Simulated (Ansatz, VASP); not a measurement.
**One calculation of Cs, two programs**

```
Cs
1.0
     0.00000    4.03125    4.03125
     4.03125    0.00000    4.03125
     4.03125    4.03125    0.00000
Cs
1
Direct
  0.00000 0.00000 0.00000
```

Alike in both runs: task single point; functional RPBE; k mesh 8 × 8 × 8; occupations fermi-dirac, width 0.1 eV; no spin polarisation.

|  | VASP | Ansatz |
| --- | --- | --- |
| version | VASP 6.6.1 | Ansatz 0.2.0 |
| potentials or method | VASP PAW PBE potentials, release 64 (Cs_sv) | plane waves (420 eV) with PAW, scalar-relativistic |
| plane-wave cutoff (eV) | 520 | 420 |
| valence electrons in the cell | 9 | 9 |

```csv
,VASP,Ansatz,Ansatz less VASP
pressure (GPa),0.0,0.0,+0.01
```

Caveats: the PAW data sets were made with another functional, which shifts forces and pressure a little (VASP). The runs have no spin-orbit coupling, so splittings on Cs are missing.
